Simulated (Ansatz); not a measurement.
**PtSe2 and the effect of the Hubbard U on Pt d**

```yaml
crystal:
  lattice:
    - [3.72400, 0.00000, 0.00000]
    - [-1.86200, 3.22508, 0.00000]
    - [0.00000, 0.00000, 5.06200]
  atoms:
    - { symbol: Pt, position: [0.00000, 0.00000, 0.00000] }
    - { symbol: Se, position: [0.66667, 0.33333, 0.75000] }
    - { symbol: Se, position: [0.33333, 0.66667, 0.25000] }
```

Kept alike: task projected density of states; functional PBEsol; k mesh 8 × 8 × 5; occupations fermi-dirac, width 0.05 eV; no spin polarisation. Program: Ansatz, Ansatz PAW, cutoff 420 eV. The mesh is that of the run's cell of 3 atoms. No spin-orbit coupling.

```tsv
Hubbard U on Pt d, U (eV)	pressure (GPa)
0	2.12
1	2.17
2	?
3	2.32
4	2.42
5	2.53
6	2.65
8	2.95
```

Pressure is positive in compression, with a Pulay correction for the finite cutoff. U acts here on a shell without spin polarisation. For a metal such a mesh leaves the last digits unconverged. How U acts hangs on the program's projectors. All rows use potentials made for PBE. U is the effective U - J on orthogonalised atomic projectors. Double counting: fully localised limit (the default).

**Question.** Fit the rows shown and predict the run at 2 eV.

**Answer.** A least-squares parabola through the rows shown is pressure = 0.0073 U² + 0.0453 U + 2.119 (largest miss 0.004); at U = 2 it gives 2.24 GPa. The run gave: pressure 2.24 GPa.
